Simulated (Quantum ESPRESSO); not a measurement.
# Zr (P6_3/mmc) in Quantum ESPRESSO: a series of runs

Runs on Zr. Level: PBEsol. Tasks: band structure.

Program: Quantum ESPRESSO 7.5. These are calculated values, not measurements. Logs are shortened: lines on timing, memory, paths and dates and some standing lists are left out, and cuts for length are marked.

## Step 1: Starting point

It takes space group P6_3/mmc (No. 194, hexagonal). The conventional cell has a = 3.232 Å, b = 3.232 Å, c = 5.147 Å, α = 90.00°, β = 90.00°, γ = 120.00°. Zr (site symmetry -6m2) has 12 Zr at 3.18 to 3.23 Å as nearest neighbours.

## Step 2: Band structure, PBEsol

The input, pw.in:

```
&CONTROL
  calculation = 'scf'
  prefix = 'pwscf'
  outdir = './tmp'
  pseudo_dir = './pseudo'
  tprnfor = .true.
  tstress = .true.
  disk_io = 'low'
/
&SYSTEM
  ibrav = 0
  celldm(1) = 8
  nat = 2
  ntyp = 1
  ecutwfc = 45
  ecutrho = 360
  nbnd = 19
  occupations = 'smearing'
  smearing = 'fd'
  degauss = 0.00367493
/
&ELECTRONS
  conv_thr = 4d-10
  electron_maxstep = 120
  mixing_beta = 0.5
/
ATOMIC_SPECIES
Zr    91.2240 zr_pbesol_v1.uspp.F.UPF
CELL_PARAMETERS alat
  0.7634493543488   0.0000000000000   0.0000000000000
 -0.3817246771744   0.6611665353615   0.0000000000000
  0.0000000000000   0.0000000000000   1.2158025454311
ATOMIC_POSITIONS crystal
Zr     0.6666666667    0.3333333333    0.7500000000
Zr     0.3333333333    0.6666666667    0.2500000000
K_POINTS automatic
9 9 5 0 0 0
```

The input, bands.in:

```
&CONTROL
  calculation = 'bands'
  prefix = 'pwscf'
  outdir = './tmp'
  pseudo_dir = './pseudo'
  disk_io = 'low'
  verbosity = 'high'
/
&SYSTEM
  ibrav = 0
  celldm(1) = 8
  nat = 2
  ntyp = 1
  ecutwfc = 45
  ecutrho = 360
  nbnd = 19
  occupations = 'smearing'
  smearing = 'fd'
  degauss = 0.00367493
/
&ELECTRONS
  conv_thr = 1d-08
  electron_maxstep = 120
  mixing_beta = 0.5
  diago_full_acc = .true.
  startingwfc = 'random'
/
ATOMIC_SPECIES
Zr    91.2240 zr_pbesol_v1.uspp.F.UPF
CELL_PARAMETERS alat
  0.7634493543488   0.0000000000000   0.0000000000000
 -0.3817246771744   0.6611665353615   0.0000000000000
  0.0000000000000   0.0000000000000   1.2158025454311
ATOMIC_POSITIONS crystal
Zr     0.6666666667    0.3333333333    0.7500000000
Zr     0.3333333333    0.6666666667    0.2500000000
K_POINTS crystal
60
 0.0000000000  0.0000000000  0.0000000000 1
 0.0714285714  0.0000000000  0.0000000000 1
 0.1428571429  0.0000000000  0.0000000000 1
 0.2142857143  0.0000000000  0.0000000000 1
 0.2857142857  0.0000000000  0.0000000000 1
 0.3571428571  0.0000000000  0.0000000000 1
 0.4285714286  0.0000000000  0.0000000000 1
 0.5000000000  0.0000000000  0.0000000000 1
 0.4583333333  0.0833333333  0.0000000000 1
 0.4166666667  0.1666666667  0.0000000000 1
 0.3750000000  0.2500000000  0.0000000000 1
 0.3333333333  0.3333333333  0.0000000000 1
 0.2962962963  0.2962962963  0.0000000000 1
 0.2592592593  0.2592592593  0.0000000000 1
 0.2222222222  0.2222222222  0.0000000000 1
 0.1851851852  0.1851851852  0.0000000000 1
 0.1481481481  0.1481481481  0.0000000000 1
 0.1111111111  0.1111111111  0.0000000000 1
 0.0740740741  0.0740740741  0.0000000000 1
 0.0370370370  0.0370370370  0.0000000000 1
 0.0000000000  0.0000000000  0.0000000000 1
 0.0000000000  0.0000000000  0.1250000000 1
 0.0000000000  0.0000000000  0.2500000000 1
 0.0000000000  0.0000000000  0.3750000000 1
 0.0000000000  0.0000000000  0.5000000000 1
 0.0625000000  0.0000000000  0.5000000000 1
 0.1250000000  0.0000000000  0.5000000000 1
 0.1875000000  0.0000000000  0.5000000000 1
 0.2500000000  0.0000000000  0.5000000000 1
 0.3125000000  0.0000000000  0.5000000000 1
 0.3750000000  0.0000000000  0.5000000000 1
 0.4375000000  0.0000000000  0.5000000000 1
 0.5000000000  0.0000000000  0.5000000000 1
 0.4666666667  0.0666666667  0.5000000000 1
 0.4333333333  0.1333333333  0.5000000000 1
 0.4000000000  0.2000000000  0.5000000000 1
 0.3666666667  0.2666666667  0.5000000000 1
 0.3333333333  0.3333333333  0.5000000000 1
 0.3030303030  0.3030303030  0.5000000000 1
 0.2727272727  0.2727272727  0.5000000000 1
 0.2424242424  0.2424242424  0.5000000000 1
 0.2121212121  0.2121212121  0.5000000000 1
 0.1818181818  0.1818181818  0.5000000000 1
 0.1515151515  0.1515151515  0.5000000000 1
 0.1212121212  0.1212121212  0.5000000000 1
 0.0909090909  0.0909090909  0.5000000000 1
 0.0606060606  0.0606060606  0.5000000000 1
 0.0303030303  0.0303030303  0.5000000000 1
 0.0000000000  0.0000000000  0.5000000000 1
 0.5000000000  0.0000000000  0.5000000000 1
 0.5000000000  0.0000000000  0.3750000000 1
 0.5000000000  0.0000000000  0.2500000000 1
 0.5000000000  0.0000000000  0.1250000000 1
 0.5000000000  0.0000000000  0.0000000000 1
 0.3333333333  0.3333333333  0.0000000000 1
 0.3333333333  0.3333333333  0.1000000000 1
 0.3333333333  0.3333333333  0.2000000000 1
 0.3333333333  0.3333333333  0.3000000000 1
 0.3333333333  0.3333333333  0.4000000000 1
 0.3333333333  0.3333333333  0.5000000000 1
```

Potentials or basis: GBRV 1.5 PBEsol.

Run with:

```bash
> OMP_NUM_THREADS=1 mpirun -n 2 pw.x -nk 2 -in pw.in > pw.out
> OMP_NUM_THREADS=1 mpirun -n 2 pw.x -nk 2 -in bands.in > bands.out
```

pw.out:

```text
This program is part of the open-source Quantum ESPRESSO suite
     for quantum simulation of materials; please cite
[... 13 lines left out ...]
     --------------------
     sticks:   dense  smooth     PW     G-vecs:    dense   smooth      PW
     Sum         925     463    151                36347    12827    2189

     Using Slab Decomposition

     bravais-lattice index     =            0
     lattice parameter (alat)  =       8.0000  a.u.
     unit-cell volume          =     314.2130 (a.u.)^3
     number of atoms/cell      =            2
     number of atomic types    =            1
     number of electrons       =        24.00
     number of Kohn-Sham states=           19
     kinetic-energy cutoff     =      45.0000  Ry
     charge density cutoff     =     360.0000  Ry
     scf convergence threshold =      4.0E-10
     mixing beta               =       0.5000
     number of iterations used =            8  plain     mixing
     Exchange-correlation= SLA  PW   PSX  PSC
                           (   1   4  10   8   0   0   0)

     celldm(1)=   8.000000  celldm(2)=   0.000000  celldm(3)=   0.000000
     celldm(4)=   0.000000  celldm(5)=   0.000000  celldm(6)=   0.000000

     crystal axes: (cart. coord. in units of alat)
               a(1) = (   0.763449   0.000000   0.000000 )
               a(2) = (  -0.381725   0.661167   0.000000 )
               a(3) = (   0.000000   0.000000   1.215803 )

     reciprocal axes: (cart. coord. in units 2 pi/alat)
               b(1) = (  1.309845  0.756239 -0.000000 )
               b(2) = (  0.000000  1.512478  0.000000 )
               b(3) = (  0.000000 -0.000000  0.822502 )

     PseudoPot. # 1 for Zr read from file:
     zr_pbesol_v1.uspp.F.UPF
     Pseudo is Ultrasoft + core correction, Zval = 12.0
     Generated by new atomic code, or converted to UPF format
     Using radial grid of  887 points,  6 beta functions with:
                l(1) =   0
                l(2) =   0
                l(3) =   1
                l(4) =   1
                l(5) =   2
                l(6) =   2
     Q(r) pseudized with  6 coefficients,  rinner =    1.200   1.200   1.200
                                                       1.200   1.200

     atomic species   valence    mass     pseudopotential
     Zr               12.00    91.22400     Zr( 1.00)

     24 Sym. Ops., with inversion, found (12 have fractional translation)

   Cartesian axes

     site n.     atom                  positions (alat units)
         1        Zr     tau(   1) = (   0.3817247   0.2203888   0.9118519  )
         2        Zr     tau(   2) = (  -0.0000000   0.4407777   0.3039506  )

     number of k points=    36  Fermi-Dirac smearing, width (Ry)=  0.0037
                       cart. coord. in units 2pi/alat
        k(    1) = (   0.0000000   0.0000000   0.0000000), wk =   0.0049383
        k(    2) = (   0.0000000   0.0000000   0.1645004), wk =   0.0098765
        k(    3) = (   0.0000000   0.0000000   0.3290008), wk =   0.0098765
        k(    4) = (   0.0000000   0.1680531   0.0000000), wk =   0.0296296
        k(    5) = (   0.0000000   0.1680531   0.1645004), wk =   0.0592593
        k(    6) = (   0.0000000   0.1680531   0.3290008), wk =   0.0592593
[... 28 lines left out ...]
        k(   35) = (   0.4366149   0.7562391   0.1645004), wk =   0.0197531
        k(   36) = (   0.4366149   0.7562391   0.3290008), wk =   0.0197531

     Dense  grid:    36347 G-vectors     FFT dimensions: (  40,  40,  60)

     Smooth grid:    12827 G-vectors     FFT dimensions: (  27,  27,  48)

     Initial potential from superposition of free atoms

     starting charge      23.9961, renormalised to      24.0000

     negative rho (up, down):  1.209E-01 0.000E+00
     Starting wfcs are   26 randomized atomic wfcs

     Self-consistent Calculation

     iteration #  1     ecut=    45.00 Ry     beta= 0.50
     Davidson diagonalization with overlap
     ethr =  1.00E-02,  avg # of iterations =  2.0

     Threshold (ethr) on eigenvalues was too large:
     Diagonalizing with lowered threshold

     Davidson diagonalization with overlap
     ethr =  1.36E-04,  avg # of iterations =  2.1

     negative rho (up, down):  1.219E-01 0.000E+00

     total energy              =    -198.25856371 Ry
     estimated scf accuracy    <       0.03766593 Ry

     iteration #  2     ecut=    45.00 Ry     beta= 0.50
     Davidson diagonalization with overlap
     ethr =  1.57E-04,  avg # of iterations =  2.0

     negative rho (up, down):  1.232E-01 0.000E+00

     total energy              =    -198.26157265 Ry
     estimated scf accuracy    <       0.00277294 Ry

     iteration #  3     ecut=    45.00 Ry     beta= 0.50
     Davidson diagonalization with overlap
     ethr =  1.16E-05,  avg # of iterations =  2.4

     negative rho (up, down):  1.239E-01 0.000E+00

     total energy              =    -198.26190608 Ry
     estimated scf accuracy    <       0.00017893 Ry

     iteration #  4     ecut=    45.00 Ry     beta= 0.50
     Davidson diagonalization with overlap
     ethr =  7.46E-07,  avg # of iterations =  2.4

     negative rho (up, down):  1.237E-01 0.000E+00

     total energy              =    -198.26192453 Ry
     estimated scf accuracy    <       0.00000644 Ry

     iteration #  5     ecut=    45.00 Ry     beta= 0.50
     Davidson diagonalization with overlap
     ethr =  2.68E-08,  avg # of iterations =  3.2

     negative rho (up, down):  1.237E-01 0.000E+00

     total energy              =    -198.26192633 Ry
     estimated scf accuracy    <       0.00000276 Ry

     iteration #  6     ecut=    45.00 Ry     beta= 0.50
     Davidson diagonalization with overlap
     ethr =  1.15E-08,  avg # of iterations =  2.0

     negative rho (up, down):  1.237E-01 0.000E+00

     total energy              =    -198.26192700 Ry
     estimated scf accuracy    <       0.00000007 Ry

     iteration #  7     ecut=    45.00 Ry     beta= 0.50
     Davidson diagonalization with overlap
     ethr =  3.01E-10,  avg # of iterations =  2.1

     negative rho (up, down):  1.237E-01 0.000E+00

     End of self-consistent calculation

          k = 0.0000 0.0000 0.0000 (  1617 PWs)   bands (ev):

   -34.7166 -34.5604 -13.2737 -12.3967 -12.3967 -12.2568 -12.2536 -12.2536
     8.3571  10.9878  14.8836  14.8836  15.0378  15.2080  15.5782  15.5782
    16.1534  16.1534  18.4679

          k = 0.0000 0.0000 0.1645 (  1611 PWs)   bands (ev):

   -34.7019 -34.5755 -13.1824 -12.3831 -12.3831 -12.3606 -12.2674 -12.2674
     8.6874  10.9459  14.6614  14.7453  14.7453  14.7882  15.3455  15.3455
    16.6233  16.6233  18.5362

          k = 0.0000 0.0000 0.3290 (  1640 PWs)   bands (ev):

   -34.6633 -34.6150 -12.9382 -12.6248 -12.3476 -12.3476 -12.3034 -12.3034
     9.5551  10.5183  14.0533  14.2636  14.7011  14.7011  14.9380  14.9380
    17.5393  17.5393  18.3134

          k = 0.0000 0.1681 0.0000 (  1629 PWs)   bands (ev):

   -34.7027 -34.5547 -13.2360 -12.4791 -12.4236 -12.3388 -12.2734 -12.2645
     8.6992  11.2958  14.2440  14.5586  15.2034  15.2685  15.5517  15.8471
    15.8717  15.8777  18.6733

          k = 0.0000 0.1681 0.1645 (  1611 PWs)   bands (ev):

   -34.6888 -34.5690 -13.1542 -12.4622 -12.4235 -12.4086 -12.2976 -12.2799
     9.0138  11.2684  14.0037  14.2873  14.8474  14.9952  15.3574  15.6017
    16.4692  16.5382  18.6666

          k = 0.0000 0.1681 0.3290 (  1610 PWs)   bands (ev):

   -34.6521 -34.6064 -12.9360 -12.6576 -12.4107 -12.3691 -12.3496 -12.3200
     9.8514  10.8248  13.6219  14.0630  14.5144  14.9404  14.9500  15.1898
    17.4366  17.5376  18.2999

          k = 0.0000 0.3361 0.0000 (  1607 PWs)   bands (ev):

   -34.6660 -34.5415 -13.1320 -12.6875 -12.5451 -12.4882 -12.3234 -12.2951
     9.6072  11.9173  13.4009  13.5670  14.7744  15.3252  15.4115  16.1226
    16.3090  16.7248  19.0132

          k = 0.0000 0.3361 0.1645 (  1610 PWs)   bands (ev):

   -34.6542 -34.5535 -13.0864 -12.6595 -12.6037 -12.4700 -12.3427 -12.3138
     9.8552  11.9510  13.0467  13.6716  14.5334  15.2173  15.3070  16.2545
    16.7094  16.7555  18.8643
[... 139 lines left out ...]
          k = 0.2911 0.6722 0.1645 (  1598 PWs)   bands (ev):

   -34.5624 -34.5338 -13.0376 -12.9481 -12.7904 -12.6367 -12.5659 -12.4654
    11.7848  12.4418  12.5343  13.0520  14.1677  14.4799  15.5814  17.7175
    18.1154  19.1038  20.4963

          k = 0.2911 0.6722 0.3290 (  1595 PWs)   bands (ev):

   -34.5535 -34.5426 -13.0850 -13.0490 -12.7531 -12.6712 -12.4630 -12.4124
    11.8023  12.1212  13.0037  13.5146  13.7772  14.2724  15.7943  16.4961
    18.3814  19.0109  20.7577

          k = 0.4366 0.7562 0.0000 (  1608 PWs)   bands (ev):

   -34.5431 -34.5431 -12.9634 -12.8080 -12.8080 -12.6618 -12.6618 -12.6385
    11.9232  12.6713  12.6713  12.8924  14.2855  14.2855  15.8240  18.3550
    18.3550  18.7491  20.3753

          k = 0.4366 0.7562 0.1645 (  1599 PWs)   bands (ev):

   -34.5431 -34.5431 -12.9334 -12.9248 -12.9248 -12.6706 -12.5404 -12.5404
    12.1183  12.6441  12.6441  12.9111  14.1650  14.1650  15.7735  17.7620
    18.4430  18.4430  20.7141

          k = 0.4366 0.7562 0.3290 (  1587 PWs)   bands (ev):

   -34.5430 -34.5430 -13.0258 -13.0258 -12.8538 -12.7534 -12.4320 -12.4320
    12.5595  12.5852  12.5852  12.8683  14.0231  14.0231  15.8336  16.4739
    18.4419  18.4419  21.7294

     the Fermi energy is    14.0384 ev

!    total energy              =    -198.26192701 Ry
     estimated scf accuracy    <          3.9E-10 Ry
     smearing contrib. (-TS)   =      -0.00122371 Ry
     internal energy E=F+TS    =    -198.26070330 Ry

     The total energy is F=E-TS. E is the sum of the following terms:
     one-electron contribution =     -35.98341658 Ry
     hartree contribution      =      27.15011660 Ry
     xc contribution           =     -35.29002271 Ry
     ewald contribution        =    -154.13738060 Ry

     convergence has been achieved in   7 iterations

     negative rho (up, down):  1.237E-01 0.000E+00

     Forces acting on atoms (cartesian axes, Ry/au):

     atom    1 type  1   force =    -0.00000000    0.00000000    0.00000000
     atom    2 type  1   force =     0.00000000   -0.00000000    0.00000000

     Total force =     0.000000     Total SCF correction =     0.000000

     Computing stress (Cartesian axis) and pressure

     negative rho (up, down):  1.237E-01 0.000E+00
          total   stress  (Ry/bohr**3)                   (kbar)     P=      -33.03
  -0.00024354  -0.00000000   0.00000000          -35.83       -0.00        0.00
  -0.00000000  -0.00024354   0.00000000           -0.00      -35.83        0.00
   0.00000000  -0.00000000  -0.00018658            0.00       -0.00      -27.45

=------------------------------------------------------------------------------=
   JOB DONE.
=------------------------------------------------------------------------------=
```

Wall time 25 s (2 MPI ranks of Arm Neoverse V2, shared host); peak memory 0.24 GiB.

What came out:

- Free energy: -2697.4909 eV
- Pressure: -3.3 GPa
- Band gap on the k mesh: none (metal or under the smearing width)

Stress tensor (GPa, compression positive):
```
-3.58  0.00  0.00
 0.00 -3.58  0.00
 0.00  0.00 -2.74
```

Levels at the corners of the path, in eV from the Fermi level:
```csv
point,band 8,band 9,band 10,band 11,band 12,band 13,band 14,band 15,band 16,band 17
Γ,-26.29,-5.68,-3.05,0.85,0.85,1.00,1.17,1.54,1.54,2.11
M,-26.40,-2.58,-2.53,-2.16,-0.22,0.51,0.77,1.45,4.90,5.30
K,-26.68,-2.12,-1.37,-1.37,-1.15,0.25,0.25,1.79,4.32,4.32
Γ,-26.29,-5.68,-3.05,0.85,0.85,1.00,1.17,1.54,1.54,2.11
A,-26.36,-3.97,-3.97,0.03,0.03,0.75,0.75,0.75,0.75,3.94
L,-26.52,-2.89,-2.89,-1.07,-1.07,1.62,1.62,2.19,2.19,5.13
H,-26.46,-1.47,-1.47,-1.29,-1.29,-0.03,-0.03,2.02,2.02,4.39
A,-26.36,-3.97,-3.97,0.03,0.03,0.75,0.75,0.75,0.75,3.94
L,-26.52,-2.89,-2.89,-1.07,-1.07,1.62,1.62,2.19,2.19,5.13
M,-26.40,-2.58,-2.53,-2.16,-0.22,0.51,0.77,1.45,4.90,5.30
K,-26.68,-2.12,-1.37,-1.37,-1.15,0.25,0.25,1.79,4.32,4.32
H,-26.46,-1.47,-1.47,-1.29,-1.29,-0.03,-0.03,2.02,2.02,4.39
```

## Step 3: Band structure, PBEsol

Changes to pw.in since step 2:

```diff
@@ -14,4 +14,3 @@
   ntyp = 1
-  ecutwfc = 45
-  ecutrho = 360
+  ecutwfc = 66
   nbnd = 19
@@ -27,3 +26,3 @@
 ATOMIC_SPECIES
-Zr    91.2240 zr_pbesol_v1.uspp.F.UPF
+Zr    91.2240 Zr.upf
 CELL_PARAMETERS alat
```

Changes to bands.in since step 2:

```diff
@@ -13,4 +13,3 @@
   ntyp = 1
-  ecutwfc = 45
-  ecutrho = 360
+  ecutwfc = 66
   nbnd = 19
@@ -28,3 +27,3 @@
 ATOMIC_SPECIES
-Zr    91.2240 zr_pbesol_v1.uspp.F.UPF
+Zr    91.2240 Zr.upf
 CELL_PARAMETERS alat
```

Potentials or basis: PseudoDojo 0.4.1 SR PBEsol standard.

Run with:

```bash
> OMP_NUM_THREADS=1 mpirun -n 2 pw.x -nk 2 -in pw.in > pw.out
> OMP_NUM_THREADS=1 mpirun -n 2 pw.x -nk 2 -in bands.in > bands.out
```

It took 33 s on 2 MPI ranks of Arm Neoverse V1, shared host; peak memory 0.18 GiB.

It converged, with:

```
Free energy            : -2753.6129 eV
Pressure               : -3.2 GPa
Band gap on the k mesh : none (metal or under the smearing width)
```

Stress tensor (GPa, compression positive):
```
-3.46  0.00  0.00
 0.00 -3.46  0.00
 0.00  0.00 -2.62
```

Levels at the corners of the path, in eV from the Fermi level:
```csv
point,band 9,band 10,band 11,band 12,band 13,band 14,band 15,band 16
Γ,-5.68,-3.05,0.84,0.84,1.00,1.17,1.54,1.54
M,-2.58,-2.53,-2.16,-0.22,0.51,0.77,1.45,4.90
K,-2.12,-1.37,-1.37,-1.15,0.25,0.25,1.79,4.32
Γ,-5.68,-3.05,0.84,0.84,1.00,1.17,1.54,1.54
A,-3.97,-3.97,0.03,0.03,0.75,0.75,0.75,0.75
L,-2.89,-2.89,-1.07,-1.07,1.62,1.62,2.19,2.19
H,-1.47,-1.47,-1.29,-1.29,-0.03,-0.03,2.02,2.02
A,-3.97,-3.97,0.03,0.03,0.75,0.75,0.75,0.75
L,-2.89,-2.89,-1.07,-1.07,1.62,1.62,2.19,2.19
M,-2.58,-2.53,-2.16,-0.22,0.51,0.77,1.45,4.90
K,-2.12,-1.37,-1.37,-1.15,0.25,0.25,1.79,4.32
H,-1.47,-1.47,-1.29,-1.29,-0.03,-0.03,2.02,2.02
```

## Step 4: The reference run

An earlier run on the cell as given: functional PBEsol; potentials or basis GBRV 1.5 PBEsol; cutoff 612 eV; density cutoff 4898 eV; k mesh 9 × 9 × 5; occupations fermi-dirac, width 0.05 eV; no spin polarisation.

- Pressure: -3.3 GPa
- Band gap on the k mesh: none (metal or under the smearing width)

## Step 5: Summary

```tsv
task	potentials or basis	cutoff (eV)	gap on the mesh (eV)	pressure (GPa)
band structure	GBRV 1.5 PBEsol	612	none	-3.3
band structure	PseudoDojo 0.4.1 SR PBEsol standard	898	none	-3.2
single point	GBRV 1.5 PBEsol	612	none	-3.3
```

Alike in all rows: level PBEsol; no spin polarisation; cell as given; k mesh 9 × 9 × 5; smearing fermi-dirac 0.05 eV.

Total energies depend on the potentials used, so only differences within one code and one set of settings carry meaning.
